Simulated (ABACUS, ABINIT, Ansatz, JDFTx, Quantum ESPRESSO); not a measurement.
**LiF: 7 runs at one level of theory**

```xyz
2
Lattice="0.0000 2.0140 2.0140 2.0140 0.0000 2.0140 2.0140 2.0140 0.0000" Properties=species:S:1:pos:R:3 pbc="T T T"
F     2.0140    2.0140    2.0140
Li    0.0000    0.0000    0.0000
```

Alike in all runs: task single point; functional PBE; k mesh 11 × 11 × 11; occupations fermi-dirac, width 0.05 eV; no spin polarisation; no spin-orbit coupling. Pressure is positive in compression and, in plane waves, holds the error of the finite cutoff, which Ansatz's Pulay term estimates and takes out.

```
                                   program and potentials  plane-wave cutoff (eV)                             notes  pressure (GPa)
                Quantum ESPRESSO, SSSP 1.3 efficiency PBE                     748                                 -            2.00
 ABACUS, PseudoDojo NC SR 0.4.1 PBE standard, plane waves                    1143                                 -            1.74
                                 ABINIT, JTH PAW PBE v2.0                     626                                 -            1.76
JDFTx, PseudoDojo-SR-PBE-0.5-standard with smoothed tails                    1143                                 -            1.75
           Ansatz, all-electron LAPW, scalar-relativistic                       -                                 -            2.02
                    JDFTx, PseudoDojo-SR-PBE-0.5-standard                    1143                                 -            1.74
                    Ansatz, Ansatz PAW (earlier soft set)                     420  Pulay term of +0.39 GPa included            2.07
```

The pressure spans 1.74 (ABACUS, PseudoDojo NC SR 0.4.1 PBE standard, plane waves) to 2.07 GPa (Ansatz, Ansatz PAW (earlier soft set)), with all-electron results at 2.02.

The functional is the same throughout but for its coding, so the spread measures potentials, basis and numerics; runs on potential files found faulty are left out.
